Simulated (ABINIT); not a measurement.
## CdTe: equation of state with PBEsol

**What was measured.**

“Multiscale insight into the Cd1-xZnxTe vibrational-mechanical properties -- High-pressure experiments and ab initio calculations”, 2023, arxiv:2306.14539 quotes, for a powder of CdTe: bulk modulus 42 ± 2 GPa.

Crystal: CdTe.

```
Te Cd
1.0
     0.00000    3.20500    3.20500
     3.20500    0.00000    3.20500
     3.20500    3.20500    0.00000
Te Cd
1 1
Direct
  0.75000 0.75000 0.75000
  0.00000 0.00000 0.00000
```

* Program: ABINIT 10.8.3 (patched build)
* Task: equation of state
* Functional: PBEsol
* Potentials or basis: JTH PAW PBE v2.0
* Cutoff: 707 eV
* k mesh: 7 × 7 × 7
* Occupations: fermi-dirac, width 0.05 eV
* Spin: no spin polarisation
* Fine-grid cutoff: 1306.15 eV

The equilibrium volume is 34.26 Å³/atom. The bulk modulus is 42 GPa. The pressure derivative of the bulk modulus is 4.8.

Energy against volume, from the lowest point:
```csv
volume (Å³/atom),energy (meV/atom)
30.947,50.78
31.605,31.30
32.263,16.99
32.922,7.33
33.580,1.82
34.239,0.00
34.897,1.52
```

It took 4.9 min on 1 thread of Arm Neoverse V2 (shared host), peak memory 0.22 GiB.

Measured bulk modulus of CdTe: 42 GPa (powder; quoted in “Multiscale insight into the Cd1-xZnxTe vibrational-mechanical properties -- High-pressure experiments and ab initio calculations”, 2023, arxiv:2306.14539). This calculation gives 42 GPa (-0.4 %). The fit is for a static lattice scaled at fixed shape and fixed fractional positions.

Caveat: pressures at fixed basis lie under the slope of the energies; the PAW data sets were made with another functional, which shifts forces and pressure a little. The run has no spin-orbit coupling, so splittings on Te are missing.
